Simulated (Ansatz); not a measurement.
# Residual resistivity of an alloy: Mo(100) with 4 layers of random Mo-Zn, 2x2, part 2 of 2

How strongly does chemical disorder scatter in Mo(100) with 4 layers of random Mo-Zn, 2x2?

Ansatz 0.2.0; Ansatz plane-wave DFT, PBE, PAW files; ballistic transport by layer matching (Landauer), zero bias; PAW set soft_1.

So far. Step 3 (With 8 alloy layers): Over the solved energies the transmission per spin lies between 1.00 and 1.10, out of 6.68 channels of the lead on average (up to 6.84). The log calls the step of a lead's potential too much.

## 4. With 12 alloy layers

In 12 layers a share of 0.5 of the sites is given to Zn at random. A fresh draw is used; the growth of the resistance with length is what counts.

System of this step: Mo(100) with 12 layers of random Mo-Zn, 2x2. The cell holds 88 atoms: 64 Mo and 24 Zn. Cell: a = 6.294 Å, b = 6.294 Å, c = 34.617 Å, α = 90.0°, β = 90.0°, γ = 90.0°. It derives from Mo. Regions: lead, 40 atoms (40 Mo); scattering region, 48 atoms (24 Zn and 24 Mo). The structure is stacked along c, and the current runs across the ab planes.

Contents of input.yaml:

```yaml
crystal:
  lattice:
    - [6.294, 0.0, 0.0]
    - [0.0, 6.294, 0.0]
    - [0.0, 0.0, 34.617]
  atoms:
    - { symbol: Mo, position: [0.0, 0.0, 0.0227272727] }
    - { symbol: Mo, position: [0.0, 0.5, 0.0227272727] }
    - { symbol: Mo, position: [0.5, 0.0, 0.0227272727] }
    - { symbol: Mo, position: [0.5, 0.5, 0.0227272727] }
    - { symbol: Mo, position: [0.25, 0.25, 0.0681818182] }
    - { symbol: Mo, position: [0.25, 0.75, 0.0681818182] }
    - { symbol: Mo, position: [0.75, 0.25, 0.0681818182] }
    - { symbol: Mo, position: [0.75, 0.75, 0.0681818182] }
    - { symbol: Mo, position: [0.0, 0.0, 0.1136363636] }
    - { symbol: Mo, position: [0.0, 0.5, 0.1136363636] }
    - { symbol: Mo, position: [0.5, 0.0, 0.1136363636] }
    - { symbol: Mo, position: [0.5, 0.5, 0.1136363636] }
    - { symbol: Mo, position: [0.25, 0.25, 0.1590909091] }
    - { symbol: Mo, position: [0.25, 0.75, 0.1590909091] }
    - { symbol: Mo, position: [0.75, 0.25, 0.1590909091] }
    - { symbol: Mo, position: [0.75, 0.75, 0.1590909091] }
    - { symbol: Mo, position: [0.0, 0.0, 0.2045454545] }
    - { symbol: Mo, position: [0.0, 0.5, 0.2045454545] }
    - { symbol: Mo, position: [0.5, 0.0, 0.2045454545] }
    - { symbol: Mo, position: [0.5, 0.5, 0.2045454545] }
    - { symbol: Zn, position: [0.25, 0.25, 0.25] }
    - { symbol: Mo, position: [0.25, 0.75, 0.25] }
    - { symbol: Zn, position: [0.75, 0.25, 0.25] }
    - { symbol: Zn, position: [0.75, 0.75, 0.25] }
    - { symbol: Zn, position: [0.0, 0.0, 0.2954545455] }
    - { symbol: Mo, position: [0.0, 0.5, 0.2954545455] }
    - { symbol: Zn, position: [0.5, 0.0, 0.2954545455] }
    - { symbol: Mo, position: [0.5, 0.5, 0.2954545455] }
    - { symbol: Mo, position: [0.25, 0.25, 0.3409090909] }
    - { symbol: Mo, position: [0.25, 0.75, 0.3409090909] }
    - { symbol: Mo, position: [0.75, 0.25, 0.3409090909] }
    - { symbol: Mo, position: [0.75, 0.75, 0.3409090909] }
    - { symbol: Zn, position: [0.0, 0.0, 0.3863636364] }
    - { symbol: Zn, position: [0.0, 0.5, 0.3863636364] }
    - { symbol: Mo, position: [0.5, 0.0, 0.3863636364] }
    - { symbol: Mo, position: [0.5, 0.5, 0.3863636364] }
    - { symbol: Zn, position: [0.25, 0.25, 0.4318181818] }
    - { symbol: Zn, position: [0.25, 0.75, 0.4318181818] }
    - { symbol: Mo, position: [0.75, 0.25, 0.4318181818] }
    - { symbol: Mo, position: [0.75, 0.75, 0.4318181818] }
    - { symbol: Zn, position: [0.0, 0.0, 0.4772727273] }
    - { symbol: Zn, position: [0.0, 0.5, 0.4772727273] }
    - { symbol: Zn, position: [0.5, 0.0, 0.4772727273] }
    - { symbol: Zn, position: [0.5, 0.5, 0.4772727273] }
    - { symbol: Mo, position: [0.25, 0.25, 0.5227272727] }
    - { symbol: Zn, position: [0.25, 0.75, 0.5227272727] }
    - { symbol: Mo, position: [0.75, 0.25, 0.5227272727] }
    - { symbol: Zn, position: [0.75, 0.75, 0.5227272727] }
    - { symbol: Zn, position: [0.0, 0.0, 0.5681818182] }
    - { symbol: Zn, position: [0.0, 0.5, 0.5681818182] }
    - { symbol: Zn, position: [0.5, 0.0, 0.5681818182] }
    - { symbol: Mo, position: [0.5, 0.5, 0.5681818182] }
    - { symbol: Mo, position: [0.25, 0.25, 0.6136363636] }
    - { symbol: Mo, position: [0.25, 0.75, 0.6136363636] }
    - { symbol: Mo, position: [0.75, 0.25, 0.6136363636] }
    - { symbol: Zn, position: [0.75, 0.75, 0.6136363636] }
    - { symbol: Mo, position: [0.0, 0.0, 0.6590909091] }
    - { symbol: Mo, position: [0.0, 0.5, 0.6590909091] }
    - { symbol: Mo, position: [0.5, 0.0, 0.6590909091] }
    - { symbol: Mo, position: [0.5, 0.5, 0.6590909091] }
    - { symbol: Mo, position: [0.25, 0.25, 0.7045454545] }
    - { symbol: Zn, position: [0.25, 0.75, 0.7045454545] }
    - { symbol: Zn, position: [0.75, 0.25, 0.7045454545] }
    - { symbol: Zn, position: [0.75, 0.75, 0.7045454545] }
    - { symbol: Mo, position: [0.0, 0.0, 0.75] }
    - { symbol: Mo, position: [0.0, 0.5, 0.75] }
    - { symbol: Zn, position: [0.5, 0.0, 0.75] }
    - { symbol: Zn, position: [0.5, 0.5, 0.75] }
    - { symbol: Mo, position: [0.25, 0.25, 0.7954545455] }
    - { symbol: Mo, position: [0.25, 0.75, 0.7954545455] }
    - { symbol: Mo, position: [0.75, 0.25, 0.7954545455] }
    - { symbol: Mo, position: [0.75, 0.75, 0.7954545455] }
    - { symbol: Mo, position: [0.0, 0.0, 0.8409090909] }
    - { symbol: Mo, position: [0.0, 0.5, 0.8409090909] }
    - { symbol: Mo, position: [0.5, 0.0, 0.8409090909] }
    - { symbol: Mo, position: [0.5, 0.5, 0.8409090909] }
    - { symbol: Mo, position: [0.25, 0.25, 0.8863636364] }
    - { symbol: Mo, position: [0.25, 0.75, 0.8863636364] }
    - { symbol: Mo, position: [0.75, 0.25, 0.8863636364] }
    - { symbol: Mo, position: [0.75, 0.75, 0.8863636364] }
    - { symbol: Mo, position: [0.0, 0.0, 0.9318181818] }
    - { symbol: Mo, position: [0.0, 0.5, 0.9318181818] }
    - { symbol: Mo, position: [0.5, 0.0, 0.9318181818] }
    - { symbol: Mo, position: [0.5, 0.5, 0.9318181818] }
    - { symbol: Mo, position: [0.25, 0.25, 0.9772727273] }
    - { symbol: Mo, position: [0.25, 0.75, 0.9772727273] }
    - { symbol: Mo, position: [0.75, 0.25, 0.9772727273] }
    - { symbol: Mo, position: [0.75, 0.75, 0.9772727273] }
kpoints:
  mp_grid: { grid: [4, 4, 1] }
hamiltonian:
  xc: pbe
  pseudopotentials: { kind: paw, azcp: { folder: soft_1 } }
scf:
  occupations: { method: fermi_dirac, width: 0.1 }
output:
  transmission: { leads: [[0, 4]], kmesh: [8, 8], e_range: [-0.05, 0.05], de: 0.05 }
  write_potential: true
  write_density: true
  volumetric_format: npy
```

The run is started by

```
> ansatz run input.yaml --threads 4 --pin off --max-ram 15360MiB --backend cpu --events-out ev --progress --plain --runs-dir out
```

Numbers of over 12 decimals in the logs are rounded to 6 here.

What it wrote:

```text
[...]
Crystal: 88 atoms, lattice volume = 1371.333 Å³
Basis set: ecut = 420 eV, 26839 PW (Γ)
Bands: 711, of which v1, the nominal top of the filled ones, is band 592 counted from 1 (591 counted from 0)
Symmetry: 1 space group operations
[...]
k-points: 10 of 16 (time reversal used)
[...]
SCF iter   1: F=—  HF=-396896.631792 eV  |F-HF|=—  |Δ(HF+E_count)|=         —  Δρ=1.08e-1  dr2=1.43e3  ethr=3.10e-3  ⟨swp⟩=5.7  Hψ=26809  notcnv=0
[...]
SCF iter  15: F=-396835.349078 eV  HF=-396835.349078 eV  |F-HF|=1.97e-8  |Δ(HF+E_count)|=   7.68e-9  Δρ=1.19e-6  dr2=1.57e-8  ethr=8.45e-12  ⟨swp⟩=8.8  Hψ=17610  notcnv=0
SCF 1 converged in 15 iterations: F = -396835.349078 eV  dr2 = 1.57e-8
[...]
transmission: 228 of 2278 steps passed
transmission: 456 of 2278 steps passed
[...]
transmission: 2278 of 2278 steps passed
SCF converged after 15 iterations
Free energy (F): -396835.349078 eV
[...]
Internal energy: -396833.318570 eV  (E = F + TS)
E sigma→0 (E₀):  -396834.333824 eV
Entropy (-TS):   -2.030508 eV (-23.074 meV/atom)
Fermi energy:    18.062771 eV
[...]
--- Band table (eV; the first three rows and the last of 10) ---
  k-point 0: bands = [... 588 lower, 18.0723, 18.1337, 18.1509, 18.1632, 18.1960, 18.2126, 18.2361, 18.2815, ... 115 higher]
  k-point 1: bands = [... 588 lower, 18.0201, 18.0346, 18.0602, 18.0854, 18.1190, 18.1359, 18.1460, 18.1652, ... 115 higher]
  k-point 2: bands = [... 588 lower, 17.9703, 17.9795, 18.0035, 18.0443, 18.0876, 18.1356, 18.2015, 18.2280, ... 115 higher]
  k-point 9: bands = [... 588 lower, 17.6939, 17.7550, 17.8101, 17.8912, 17.9448, 17.9991, 18.1007, 18.1445, ... 115 higher]
--- Transmission ---
  basis      : 349 plane waves across, 67 finite elements along
  points     : 34, standing for a mesh of 8 x 8
[...]
channels       : 6.593750e0 a spin
[...]
slowest decay  : 0.0455 /Å at (0.3750, 0.5000)
  junction   : crystal 0 to crystal 0, 0.70 to 33.74 Å
    transmission   : 7.883023e-1 a spin
[...]
```

Wall time 17 min (4 threads of Intel Xeon Platinum 8488C (Sapphire Rapids), shared host); peak memory 8.1 GiB; 62 min of CPU time.

This step gave:

```yaml
free_energy: -396835.3491 eV
energy_at_zero_smearing: -396834.3338 eV
fermi_energy: 18.06 eV
transmission_per_spin_nearest_the_fermi_level: 0.7883
step_of_the_lead_s_potential: 11.6 meV
```

Per spin. The transmission, zone mean by energy, zero at the Fermi level:

| energy (eV) | transmission, zone mean |
| --- | --- |
| -0.0500 | 0.755 |
| 0.0000 | 0.788 |
| 0.0500 | 0.754 |

Over the solved energies the transmission per spin lies between 0.754 and 0.788, out of 6.64 channels of the lead on average (up to 6.78).

## 5. The fit

This step: Ansatz plane-wave DFT, PBE, PAW files; ballistic transport by layer matching (Landauer), zero bias; residual resistivity from the slope of the area resistance, atoms on the host's lattice; PAW set soft_1 (Ansatz 0.2.0).

Numbers from this step:

| Quantity | Value |
| --- | --- |
| resistivity | 315.4 µΩ cm |
| intercept | -0.001647 fΩ m² |
| scatter about the fit | 0.06711 fΩ m² |

Resistance, by row:

| run | length (Å) | T | channels N | RA (fΩ m²) |
| --- | --- | --- | --- | --- |
| n4 | 6.294 | 1.892 | 6.667 | 1.936 |
| n8 | 12.59 | 1.059 | 6.677 | 4.063 |
| n12 | 18.88 | 0.7658 | 6.635 | 5.906 |

Area resistance against length of the alloy:

| length of the alloy (Å) | area resistance (fΩ m²) |
| --- | --- |
| 6.29 | 1.94 |
| 12.59 | 4.06 |
| 18.88 | 5.91 |

The area resistance goes from 1.9 to 5.9 fΩ m² between 6.3 and 18.9 Å, a slope of 315 µΩ cm.

By hand from the end points: (5.906 − 1.936) fΩ m² / (18.88 − 6.29) Å = 315 µΩ cm, since 1 fΩ m² per Å is 1000 µΩ cm.

## 6. Summary of results

- resistivity from the slope: 315 µΩ cm
- area resistance over 6.29 Å: 1.94 fΩ m²
- area resistance over 12.6 Å: 4.06 fΩ m²
- area resistance over 18.9 Å: 5.91 fΩ m²

**Reading.** The slope gives 315 µΩ cm. The points scatter by 0.067 fΩ m² about the line, with one random draw a length in a 2x2 cell, so the slope is a rough value. Read with a model of isotropic scattering on a spherical Fermi surface and the lead's 1.3×10¹⁵ S/m², this slope means a mean free path near 1.8 Å (a rough figure, since the alloy's own channel count differs); over these lengths the model's slope is within 3 % of its bulk resistivity, though a free path of a few ångströms strains the picture. The atoms sit on the host's lattice, so scattering by size misfit is left out. With 50 % of Zn, whose own structure is another, this is a hypothetical phase. A lead's potential steps by up to 37 meV from period to period, which the log calls too much, so longer leads could move the result.

[Logs are printed without paths, hosts, clocks, repeated set-up lines and the standing remarks that a program may print on its own settings, such as how far it seeks lower states.]

[Hosts, paths, dates, database ids (printed as entryN), source tags and the programs' standing remarks are cut or masked in the printed files.]
